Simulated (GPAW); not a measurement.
# As (P-1) in GPAW: optical spectrum with LDA

Aim: the optical spectrum of As with LDA.

Everything below comes from runs of GPAW 26.7.0. Logs are shortened: lines on timing, memory, paths and dates and some standing lists are left out, and cuts for length are marked. The log counts tension as positive stress, the text compression.

### Step 1. The cell of the first run

The typed cell holds 1 atom: a = 2.999 Å, b = 2.598 Å, c = 2.582 Å, α = 78.73°, β = 76.84°, γ = 93.49°.

### Step 2. Optical spectrum, LDA (cell sheared at random, sigma 0.1, atoms nudged by 0.01 Å)

The input, run.py:

```python
from ase.dft.bandgap import bandgap
from ase.io import read, write
from gpaw import GPAW, PW
from gpaw.response.df import DielectricFunction

atoms = read('As.xyz')

calc = GPAW(mode=PW(400),
            xc='LDA',
            kpts={'size': (7, 8, 9), 'gamma': True},
            occupations={'name': 'fermi-dirac', 'width': 0.05},
            nbands=9,
            convergence={'density': 1e-06},
            maxiter=100,
            txt='gpaw.txt')
atoms.calc = calc
energy = atoms.get_potential_energy()
calc.write('gs.gpw')
write('result.traj', atoms)
print(f'Energy: {energy:.6f} eV')
print('Fermi level:', round(calc.get_fermi_level(), 4), 'eV')
print(f'Gap: {bandgap(calc)[0]:.4f} eV, direct: {bandgap(calc, direct=True)[0]:.4f} eV')

dense = calc.fixed_density(kpts={'size': (6, 6, 7), 'gamma': True},
                           nbands=29, convergence={'bands': 23, 'eigenstates': 1e-7},
                           update_fermi_level=True, txt='dense.txt')
dense.write('dense.gpw', mode='all')

df = DielectricFunction('dense.gpw', frequencies={'type': 'nonlinear', 'domega0': 0.02, 'omega2': 5},
                        eta=0.3, ecut=30, nbands=23, rate='eta', txt='df.txt')
for direction in ['x', 'y', 'z']:
    df.get_dielectric_function(xc='RPA', direction=direction, filename=f'df_{direction}.csv')
```

The input, As.xyz:

```xyz
1
Lattice="2.9794804000 -0.1006165900 0.3237709600 -0.1006165900 2.5830128800 0.2618843200 0.3237709600 0.2618843200 2.5485519600" Properties=species:S:1:pos:R:3 pbc="T T T"
As     1.6013173850      1.3721403050      1.5671036200
```

Potentials or basis: the program's PAW data sets (release 1.2.1) made for this functional, pw.

The run is started by

```bash
> OMP_NUM_THREADS=1 python run.py
```

gpaw.txt:

```text
__  _  _
 | _ |_)|_||  |
 |__||  | ||/\| - 26.7.0

Input parameters:
  mode=PW(ecut=400.0),
  convergence={'density': 1e-06},
  kpts=MonkhorstPack(size=(7, 8, 9), gamma=True),
  maxiter=100,
  nbands=9,
  occupations=Occupations(name='fermi-dirac', width=0.05),
  xc=XC(name='LDA')

Diagonalizing LCAO Hamiltonian
Converting LCAO to pw mode

       As

Atoms  # Å, Bohr magnetons
|   | symbol |        x |        y |        z |    initial magnetic moments |
|---|--------|----------|----------|----------|-----------------------------|
| 0 |     As | 1.601317 | 1.372140 | 1.567104 | ( 0.0000,  0.0000,  0.0000) |

Unit cell  # Å
| periodic |         x |         y |        z |  lengths |    angles |
|----------|-----------|-----------|----------|----------|-----------|
|      yes |  2.979480 | -0.100617 | 0.323771 | 2.998709 | 78.729564 |
|      yes | -0.100617 |  2.583013 | 0.261884 | 2.598204 | 76.836608 |
|      yes |  0.323771 |  0.261884 | 2.548552 | 2.582349 | 93.494428 |

Number of symmetries: 2
Symmetry operations  # r_c * U_cc + t_c -> r_c
|   | kind |            matrix            |
|---|------|------------------------------|
| 0 |  E   |  1, 0, 0,  0, 1, 0,  0, 0, 1 |
| 1 |  i   | -1, 0, 0,  0,-1, 0,  0, 0,-1 |

BZ-sampling:
  Number of BZ points: 504
  Number of IBZ points: 253

  Monkhorst-Pack size: [7, 8, 9]
  Monkhorst-Pack shift: [0.0, 0.0625, 0.0]

K-points  # in reciprocal-cell coordinates
|     |                                coordinates |     weight |
|-----|--------------------------------------------|------------|
|   0 | (  0.00000000,   0.00000000,   0.00000000) | 0.00198413 |
|   1 | (  0.00000000,   0.00000000,   0.11111111) | 0.00396825 |
|   2 | (  0.00000000,   0.00000000,   0.22222222) | 0.00396825 |
|   3 | (  0.00000000,   0.00000000,   0.33333333) | 0.00396825 |
|   4 | (  0.00000000,   0.00000000,   0.44444444) | 0.00396825 |
|   5 | (  0.00000000,   0.12500000,  -0.44444444) | 0.00396825 |
|   6 | (  0.00000000,   0.12500000,  -0.33333333) | 0.00396825 |
|   7 | (  0.00000000,   0.12500000,  -0.22222222) | 0.00396825 |
|   8 | (  0.00000000,   0.12500000,  -0.11111111) | 0.00396825 |
|   9 | (  0.00000000,   0.12500000,   0.00000000) | 0.00396825 |
| ... |                                            |            |
| 252 | (  0.42857143,   0.50000000,   0.44444444) | 0.00396825 |

Plane wave coefficients: 357
Cutoff: 400.0 eV

Spin-components: 1 (collinear spins)
Bands:           9
Projectors:      5
Spin-degeneracy: 2
Datatype:        complex128

Parallelization:
  kpt:    1
  domain: 1
  band:   1

Density:
  Valence electrons: 5.0
  Components: 1
  Grid points: [14 12 12]
  Charge: 0.0  # |e|

Potential:
  Grid points: [14 12 12]

species:
  As:
    name:    Arsenic
    Z:       33.0
    valence: 5
    core:    28
    charge:  0.0  # [|e|]
    compensation charges:
      type: gauss
      rc: 0.33  # [Å]
      lmax: 2
    cutoffs:
      filter: 1.87  # [Å]
      core: 2.96  # [Å]
    projectors
    | kind |    occ | energy [eV] | rcut [Å] |
    |------|--------|-------------|----------|
    |   4s |  2.000 |     -14.691 |    1.058 |
    |   4p |  3.000 |      -5.342 |    1.058 |
    |    s |        |      12.520 |    1.058 |
    |    p |        |      21.869 |    1.058 |
    |    d |        |       0.000 |    1.058 |

    Using partial waves for As as LCAO basis

Reference energy: -61419.907824  # eV

eigensolver:
  PPCG
  Converge bands: occupied
  niter=2

density mixing:
  MSR1-Mixer
  Pratt-step length: 0.05
  Maximum mixing coefficient: 0.75
  Old densities: 10
  SVD Regularization: 0.005
  Good broyden scale: 1.0
  Trust region scale: 1.0
  Backstep threshold: 4.0
  History deletion threshold: 6.0
  Fourier metric: weight=20.0, sigma=0.015

occupation numbers:
  Fermi-Dirac:
    width: 0.0500  # eV

poisson solver:
  ecut: 3200.0  # eV

xc functional:
  name: None

convergence criteria:
- Maximum integral of absolute [dens]ity change: 1e-06 electrons / valence electron
- Maximum [total energy] change in last 3 cyles: 0.0005 eV / valence electron
- Maximum integral of absolute [eigenst]ate change: 4e-08 eV^2 / valence electron
maximum number of iterations: 100

SCF iterations
|iter     | |      energy | eigst |  dens |
|---------|-|-------------|-------|-------|
|iter:   1| |   -5.040930 | -0.62 |       |
|iter:   2| |   -5.041104 | -3.07 | -1.39 |
|iter:   3| |   -5.035616 | -3.95 | -1.41 |
|iter:   4| |   -5.035205 | -4.85 | -1.97 |
|iter:   5| |   -5.035197c| -6.12 | -2.82 |
|iter:   6| |   -5.035197c| -8.34c| -3.73 |
|iter:   7| |   -5.035197c| -8.02c| -4.23 |
|iter:   8| |   -5.035197c| -9.25c| -5.16 |
|iter:   9| |   -5.035197c|-10.00c| -6.03c|

Converged in 9 steps
Energy contributions relative to reference atoms: (reference = -61419.907824)

Energy contributions:
  Kinetic:          10.268176
  Coulomb:          -9.255998
  Zero:             -0.010409
  External:          0.000000
  Xc:               -6.034776
  Entropy:          -0.004379
  Spinorbit:         0.000000
  ----------------------------
  Free energy:      -5.037387
  Extrapolated:     -5.035197

dipole moment: (-0.000004, -0.000003, -0.000004)  # |e|*Ang

Fermi level: 7.590
Eigenvalues  # (at kpt = [0.000, 0.000, 0.000])
| band index |      eig [eV] | occ [0-2] |
|------------|---------------|-----------|
|          0 |        -7.638 |     2.000 |
|          1 |         9.188 |     0.000 |
|          2 |        13.518 |     0.000 |
|          3 |        14.501 |     0.000 |
|          4 |        14.985 |     0.000 |
|          5 |        18.458 |     0.000 |
|          6 |        20.981 |     0.000 |
|          7 |        27.859 |     0.000 |
|          8 |        27.929 |     0.000 |

No gap
No difference between direct/indirect transitions
# Writing to gs.gpw (mode='')
```

It took 34 s on 1 thread of Arm Neoverse V1, shared host; peak memory 0.23 GiB.

Results:

| Item | Value |
| --- | --- |
| Free energy | -5.0374 eV |
| Band gap on the k mesh | none (metal or under the smearing width) |

Dielectric function (mean over the directions given):
| energy (eV) | real part | imaginary part |
| --- | --- | --- |
| 0.27 | 87.60 | 531.03 |
| 0.88 | -62.17 | 83.35 |
| 1.51 | -36.27 | 26.54 |
| 2.25 | -17.54 | 8.23 |
| 2.90 | -10.06 | 4.53 |
| 3.51 | -5.87 | 2.90 |
| 4.28 | -2.63 | 1.99 |
| 4.89 | -0.71 | 1.76 |
| 5.63 | 0.93 | 3.96 |
| 6.30 | -0.57 | 4.74 |
| 6.92 | -1.62 | 3.51 |
| 7.64 | -1.33 | 2.78 |
| 8.30 | -1.22 | 2.39 |
| 8.89 | -1.07 | 2.00 |
| 9.64 | -0.98 | 1.74 |
| 10.31 | -0.94 | 1.57 |
| 11.02 | -0.84 | 1.31 |
| 11.69 | -0.64 | 0.89 |
| 12.33 | -0.46 | 0.76 |
| 13.09 | -0.25 | 0.72 |
| 13.71 | -0.13 | 0.63 |
| 14.27 | -0.04 | 0.61 |
| 15.06 | 0.01 | 0.61 |
| 15.68 | 0.02 | 0.52 |
| 16.44 | 0.13 | 0.49 |
| 17.12 | 0.16 | 0.46 |
| 17.72 | 0.14 | 0.45 |
| 18.47 | 0.19 | 0.32 |
| 19.12 | 0.25 | 0.29 |
| 19.95 | 0.31 | 0.25 |

Caveat: the k mesh is coarse (spacing up to 0.41 Å⁻¹), so the values aren't converged; the intraband term hangs on this k mesh; the long-wavelength limit can be off by a per cent or two; spectra need much finer meshes, so this one isn't converged; independent-particle spectra lack excitons.
